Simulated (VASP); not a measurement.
# Te2Pt (Moncheite) (P-3m1) in VASP: notebook

The runs below take Te2Pt (Moncheite) through single point, relaxation of cell and atoms, with PBE+D3(BJ).

Program: VASP 6.6.1. These are calculated values, not measurements. Logs are shortened: lines on timing, memory, paths and dates and some standing lists are left out, and cuts for length are marked.

### Step 1. Starting point

Symmetry: P-3m1, No. 164, trigonal system. The conventional cell has a = 4.052 Å, b = 4.052 Å, c = 5.094 Å, α = 90.00°, β = 90.00°, γ = 120.00°. Te (site symmetry 3m) is surrounded by 3 Pt at 2.71 Å. Pt (site symmetry -3m) is surrounded by 6 Te at 2.71 Å.

### Step 2. Single point, PBE+D3(BJ)

Contents of INCAR:

```
ALGO = Fast
EDIFF = 1E-6
ENCUT = 520
GGA = PE
ISIF = 2
ISMEAR = 0
IVDW = 12
LASPH = True
LCHARG = True
LELF = True
LREAL = False
LVHAR = True
LWAVE = False
NBANDS = 18
NELM = 100
PREC = Accurate
SIGMA = 0.1
```

Contents of KPOINTS:

```
k-points
0
Gamma
  12 12 8
```

Contents of POSCAR:

```
Te2Pt
1.0
    4.0520213427      0.0000000000      0.0000000000
   -2.0260106713      3.5091534195      0.0000000000
    0.0000000000      0.0000000000      5.0939376496
Te Pt
2 1
Direct
    0.3333333333      0.6666666667      0.2671490266
    0.6666666667      0.3333333333      0.7328509734
    0.0000000000      0.0000000000      0.0000000000
```

Potentials or basis: VASP PAW PBE potentials, release 64 (Te, Pt).

The run is started by

```
cat potpaw_PBE.64/Te/POTCAR potpaw_PBE.64/Pt/POTCAR > POTCAR
mpirun -np 1 vasp_std > vasp.out
```

OUTCAR:

```text
EDIFF = 1E-6
   ENCUT = 520
   GGA = PE
   ISIF = 2
   ISMEAR = 0
   IVDW = 12
   LASPH = True
   LREAL = False
   NELM = 100
   PREC = Accurate
 IVDW          = 12

 ion  position               nearest neighbor table
   1  0.333  0.667  0.267-   3 2.71   3 2.71   3 2.71   2 3.33   2 3.33   2 3.33   2 3.59   2 3.59
                             2 3.59
   2  0.667  0.333  0.733-   3 2.71   3 2.71   3 2.71   1 3.33   1 3.33   1 3.33   1 3.59   1 3.59
                             1 3.59
   3  0.000  0.000  0.000-   1 2.71   2 2.71   2 2.71   1 2.71   2 2.71   1 2.71

  LATTYP: Found a hexagonal cell.
 ALAT       =     4.0520213427
 C/A-ratio  =     1.2571349504

  Lattice vectors:

 A1 = (   4.0520213427,   0.0000000000,   0.0000000000)
 A2 = (  -2.0260106713,   3.5091534195,   0.0000000000)
 A3 = (   0.0000000000,   0.0000000000,   5.0939376496)

Analysis of symmetry for initial positions (statically):
=====================================================================
 Subroutine PRICEL returns:
 Original cell was already a primitive cell.

 Routine SETGRP: Setting up the symmetry group for a
 hexagonal supercell.

 Subroutine GETGRP returns: Found 12 space group operations
 (whereof 12 operations were pure point group operations)
 out of a pool of 24 trial point group operations.

The static configuration has the point symmetry D_3d.

Analysis of symmetry for dynamics (positions and initial velocities):
=====================================================================
 Subroutine PRICEL returns:
 Original cell was already a primitive cell.

 Routine SETGRP: Setting up the symmetry group for a
 hexagonal supercell.

 Subroutine GETGRP returns: Found 12 space group operations
 (whereof 12 operations were pure point group operations)
 out of a pool of 24 trial point group operations.

The dynamic configuration has the point symmetry D_3d.

 Subroutine INISYM returns: Found 12 space group operations
 (whereof 12 operations are pure point group operations),
 and found     1 'primitive' translations

----------------------------------------------------------------------------------------

                                     Primitive cell

  volume of cell :      72.4315

  direct lattice vectors                    reciprocal lattice vectors
     4.052021343  0.000000000  0.000000000     0.246790408  0.142484508  0.000000000
    -2.026010671  3.509153420  0.000000000     0.000000000  0.284969017  0.000000000
     0.000000000  0.000000000  5.093937650     0.000000000  0.000000000  0.196311786

  length of vectors
     4.052021343  4.052021343  5.093937650     0.284969017  0.284969017  0.196311786

  position of ions in fractional coordinates (direct lattice)
     0.333333333  0.666666667  0.267149027
     0.666666667  0.333333333  0.732850973
     0.000000000  0.000000000  0.000000000

  ion indices of the primitive-cell ions
   primitive index   ion index
                 1           1
                 2           2
                 3           3

----------------------------------------------------------------------------------------

 KPOINTS: k-points

Automatic generation of k-mesh.
 Grid dimensions read from file:
 generate k-points for:   12   12    8

 Generating k-lattice:

  Cartesian coordinates                     Fractional coordinates (reciprocal lattice)
     0.020565867  0.011873709  0.000000000     0.083333333  0.000000000  0.000000000
     0.000000000  0.023747418  0.000000000     0.000000000  0.083333333  0.000000000
     0.000000000  0.000000000  0.024538973     0.000000000  0.000000000  0.125000000

  Length of vectors
     0.023747418  0.023747418  0.024538973

  Shift w.r.t. Gamma in fractional coordinates (k-lattice)
     0.000000000  0.000000000  0.000000000

 Subroutine IBZKPT returns following result:
 ===========================================

 Found    131 irreducible k-points:

 Following reciprocal coordinates:
            Coordinates               Weight
  0.000000  0.000000  0.000000      1.000000
  0.083333  0.000000  0.000000      6.000000
  0.166667  0.000000  0.000000      6.000000
  0.250000  0.000000  0.000000      6.000000
  0.333333  0.000000  0.000000      6.000000
  0.416667  0.000000  0.000000      6.000000
[... 16 lines left out ...]
  0.166667  0.000000  0.125000      6.000000
  0.000000  0.166667  0.125000      6.000000
 [... further k-points ...]
   k-points           NKPTS =    131   k-points in BZ     NKDIM =    131   number of bands    NBANDS=     18
   number of dos      NEDOS =    301   number of ions     NIONS =      3
   total plane-waves  NPLWV =  36000
   dimension x,y,z NGX =    30 NGY =   30 NGZ =   40
   dimension x,y,z NGXF=    60 NGYF=   60 NGZF=   80
   ions per type =               2   1
   NGX,Y,Z   is equivalent  to a cutoff of  12.31, 12.31, 13.05 a.u.
   NGXF,Y,Z  is equivalent  to a cutoff of  24.62, 24.62, 26.11 a.u.
 SYSTEM =  unknown system
   PREC   = accura    normal or accurate (medium, high low for compatibility)
   ISTART =      0    job   : 0-new  1-cont  2-samecut
   ICHARG =      2    charge: 1-file 2-atom 10-const
   ISPIN  =      1    spin polarized calculation?
   LNONCOLLINEAR =      F non collinear calculations
   LSORBIT =      F    spin-orbit coupling
   LASPH  =      T    aspherical Exc in radial PAW
   ENCUT  =  520.0 eV  38.22 Ry    6.18 a.u.   7.53  7.53  9.47*2*pi/ulx,y,z
   NELM   =    100;   NELMIN=  2; NELMDL= -5     # of ELM steps
   EDIFF  = 0.1E-05   stopping-criterion for ELM
   LREAL  =      F    real-space projection
   EDIFFG = 0.1E-04   stopping-criterion for IOM
   NSW    =      0    number of steps for IOM
   IBRION =     -1    ionic relax: 0-MD 1-quasi-New 2-CG
   NFREE  =      0    steps in history (QN), initial steepest desc. (CG)
   ISIF   =      2    stress and relaxation
   ISYM   =      2    0-nonsym 1-usesym 2-fastsym
   POTIM  = 0.5000    time-step for ionic-motion
   TEBEG  =    0.0;   TEEND  =   0.0 temperature during run
   PSTRESS=    0.0 pullay stress
   NELECT =      22.0000    total number of electrons
   NUPDOWN=      -1.0000    fix difference up-down
   EMIN   =  10.00;   EMAX   =-10.00  energy-range for DOS
   EFERMI =   0.00;   METHOD = LEGACY
   ISMEAR =     0;   SIGMA  =   0.10  broadening in eV -4-tet -1-fermi 0-gaus
   EFERMI_NEDOS =   21; number of points for ismear=-14 and -15
   IALGO  =     68    algorithm
   IMIX   =      4    mixing-type and parameters
     AMIX     =   0.40;   BMIX     =  1.00
     AMIX_MAG =   1.60;   BMIX_MAG =  1.00
  volume/ion in A,a.u.               =      24.14       162.93
  Fermi-wavevector in a.u.,A,eV,Ry     =   1.100457  2.079563 16.476738  1.211006
  Thomas-Fermi vector in A             =   2.236869
   LORBIT       =      0    0 simple, 1 ext, 2 COOP (PROOUT), +10 PAW based schemes
   GGA     = PE    functional components
   LHFCALC =     F    Hartree Fock is set to
   AEXX    =    0.0000 exact exchange contribution
   IVDW    =    12    specifies the selected vdW correction
   LEPSILON=     F    determine dielectric tensor
   LRPA    =     F    only Hartree local field effects (RPA)
 non-spin polarized calculation
 RMM-DIIS sequential band-by-band and
 Gauss-broadening in eV      SIGMA  =   0.10
  energy-cutoff  :      520.00
  volume of cell :       72.43
 maximum number of plane-waves:      1975
   NGX = 15   NGY = 15   NGZ = 19

 number of electron      21.9999996 magnetization

 Free energy of the ion-electron system (eV)
  ---------------------------------------------------
  ext. energy  EPLUGINS =         0.00000000
  ---------------------------------------------------
  free energy    TOTEN  =       -13.51977201 eV

  energy without entropy =      -13.51284134  energy(sigma->0) =      -13.51630668

 E-fermi :   8.8423     XC(G=0): -10.6209

 val. band max:        8.8389849601   @ k =   0.1667   0.1667   0.0000
 cond. band min:       8.8461588881   @ k =   0.0833   0.0833   0.3750
 fundamental gap:      0.0071739281
 Fermi energy:         8.8423015571

 k-point     1 :       0.0000    0.0000    0.0000
  band No.  band energies     occupation
      1      -5.2366      2.00000
      2      -1.6246      2.00000
      3       2.1058      2.00000
      4       3.2039      2.00000
      5       3.2039      2.00000
      6       5.1609      2.00000
[... 10 lines left out ...]
     17      14.7899      0.00000
     18      18.2461      0.00000

 k-point     2 :       0.0833    0.0000    0.0000
  band No.  band energies     occupation
      1      -5.1621      2.00000
      2      -1.6747      2.00000
      3       2.1934      2.00000
      4       3.2443      2.00000
      5       3.2734      2.00000
      6       5.0991      2.00000
[... 10 lines left out ...]
     17      14.9416      0.00000
     18      17.2256      0.00000

 k-point     3 :       0.1667    0.0000    0.0000
  band No.  band energies     occupation
      1      -4.9433      2.00000
      2      -1.8150      2.00000
      3       2.4476      2.00000
      4       3.3597      2.00000
      5       3.4619      2.00000
      6       4.8447      2.00000
[... 10 lines left out ...]
     17      15.2726      0.00000
     18      16.2175      0.00000

 k-point     4 :       0.2500    0.0000    0.0000
  band No.  band energies     occupation
      1      -4.5959      2.00000
      2      -2.0257      2.00000
      3       2.8361      2.00000
      4       3.5297      2.00000
      5       3.6313      2.00000
      6       4.3112      2.00000
[... 10 lines left out ...]
     17      15.6667      0.00000
     18      15.7397      0.00000

 k-point     5 :       0.3333    0.0000    0.0000
  band No.  band energies     occupation
      1      -4.1509      2.00000
      2      -2.2952      2.00000
      3       2.9908      2.00000
      4       3.4688      2.00000
      5       3.7106      2.00000
      6       4.3618      2.00000
[... 10 lines left out ...]
     17      15.0540      0.00000
     18      16.4389      0.00000

 k-point     6 :       0.4167    0.0000    0.0000
  band No.  band energies     occupation
      1      -3.6667      2.00000
      2      -2.6215      2.00000
      3       2.4503      2.00000
      4       3.8390      2.00000
      5       3.9059      2.00000
      6       4.7671      2.00000
[... 10 lines left out ...]
     17      14.6580      0.00000
     18      17.8182      0.00000

 k-point     7 :       0.5000    0.0000    0.0000
  band No.  band energies     occupation
      1      -3.3428      2.00000
      2      -2.8804      2.00000
      3       2.2272      2.00000
      4       3.8810      2.00000
      5       4.1323      2.00000
      6       5.0985      2.00000
[... 10 lines left out ...]
     17      14.5567      0.00000
     18      19.1629      0.00000

 k-point     8 :       0.0833    0.0833    0.0000
  band No.  band energies     occupation
      1      -5.0154      2.00000
      2      -1.7693      2.00000
      3       2.3637      2.00000
      4       3.3230      2.00000
      5       3.4028      2.00000
      6       5.0035      2.00000
[... 10 lines left out ...]
     17      15.3109      0.00000
     18      16.2847      0.00000
[... 229 lines left out ...]
     17      16.1948      0.00000
     18      18.4833      0.00000

 k-point    20 :       0.0000    0.0000    0.1250
  band No.  band energies     occupation
      1      -5.1558      2.00000
      2      -1.9202      2.00000
      3       2.4621      2.00000
      4       3.2212      2.00000
      5       3.2212      2.00000
      6       5.1532      2.00000
[... 10 lines left out ...]
     17      14.6850      0.00000
     18      17.6749      0.00000

 k-point    21 :       0.0833    0.0000    0.1250
  band No.  band energies     occupation
      1      -5.0818      2.00000
      2      -1.9494      2.00000
      3       2.4774      2.00000
      4       3.2872      2.00000
      5       3.3097      2.00000
      6       5.0973      2.00000
[... 10 lines left out ...]
     17      14.8933      0.00000
     18      16.5859      0.00000

 k-point    22 :       0.0000    0.0833    0.1250
  band No.  band energies     occupation
      1      -5.0826      2.00000
      2      -1.9439      2.00000
      3       2.4583      2.00000
      4       3.2344      2.00000
      5       3.3694      2.00000
      6       5.0629      2.00000
[... 10 lines left out ...]
     17      15.2106      0.00000
     18      16.6082      0.00000

 k-point    23 :       0.1667    0.0000    0.1250
  band No.  band energies     occupation
      1      -4.8628      2.00000
      2      -2.0466      2.00000
      3       2.6020      2.00000
      4       3.4282      2.00000
      5       3.5480      2.00000
      6       4.9197      2.00000
[... 10 lines left out ...]
     17      15.1583      0.00000
     18      15.6198      0.00000

 k-point    24 :       0.0000    0.1667    0.1250
  band No.  band energies     occupation
      1      -4.8695      2.00000
      2      -2.0083      2.00000
      3       2.4762      2.00000
      4       3.3181      2.00000
      5       3.7004      2.00000
      6       4.6838      2.00000
[... 10 lines left out ...]
     17      15.9453      0.00000
     18      16.1797      0.00000

 [... further k-points ...]

------------------------ aborting loop because EDIFF is reached ----------------------------------------

 Edisp (eV)   -1.69810

 E8    (eV) :    -0.7794

  FORCE on cell =-STRESS in cart. coord.  units (eV):
  Direction    XX          YY          ZZ          XY          YZ          ZX
  --------------------------------------------------------------------------------------
  -------------------------------------------------------------------------------------
  Total      -0.09704    -0.09704    -0.09799    -0.00000    -0.00000    -0.00000
  in kB      -2.14653    -2.14653    -2.16754    -0.00000    -0.00000    -0.00000
  external pressure =       -2.15 kB  Pullay stress =        0.00 kB

 VOLUME and BASIS-vectors are now :
 -----------------------------------------------------------------------------
  energy-cutoff  :      520.00
  volume of cell :       72.43
      direct lattice vectors                 reciprocal lattice vectors
     4.052021343  0.000000000  0.000000000     0.246790408  0.142484508  0.000000000
    -2.026010671  3.509153420  0.000000000     0.000000000  0.284969017  0.000000000
     0.000000000  0.000000000  5.093937650     0.000000000  0.000000000  0.196311786

 POSITION                                       TOTAL-FORCE (eV/Angst)
 -----------------------------------------------------------------------------------
     -0.00000      2.33944      1.36084        -0.000000      0.000000     -0.010439
      2.02601      1.16972      3.73310         0.000000     -0.000000      0.010439
      0.00000      0.00000      0.00000        -0.000000      0.000000     -0.000000
 -----------------------------------------------------------------------------------
    total drift:                               -0.000000      0.000000      0.000000

  FREE ENERGIE OF THE ION-ELECTRON SYSTEM (eV)
  ---------------------------------------------------
  free  energy   TOTEN  =       -15.2178709839 eV

  energy  without entropy=      -15.2109403161  energy(sigma->0) =      -15.21440565
```

It took 2.4 min on 1 thread of Intel Xeon Platinum 8488C (Sapphire Rapids), shared host; peak memory 0.31 GiB.

Results:

```
Free energy                : -15.2179 eV
Pressure                   : -0.2 GPa
Largest force              : 0.010 eV/Å
Band gap on the k mesh     : none (metal or under the smearing width)
Dispersion energy per atom : -0.566 eV
```

Forces in eV/Å, atoms in the order of the input:
```
Te   0.000  0.000 -0.010
Te   0.000  0.000  0.010
Pt   0.000  0.000  0.000
```

Levels at points of the mesh, in eV from the Fermi level:
```
           k point  band 9  band 10  band 11  band 12  band 13  band 14
(0.00, 0.00, 0.00)   -0.47    -0.47     0.78     0.78     1.61     2.61
(0.50, 0.00, 0.00)   -3.33    -3.23    -2.86     0.09     2.67     3.98
(0.00, 0.00, 0.50)   -1.36    -1.34    -1.34     2.25     2.25     4.24
(0.50, 0.00, 0.50)   -3.17    -2.24    -0.66     0.23     1.37     4.45
```

Caveat: pairwise dispersion overbinds metals, which lowers pressure and volume.

[end of part 1 of 2]
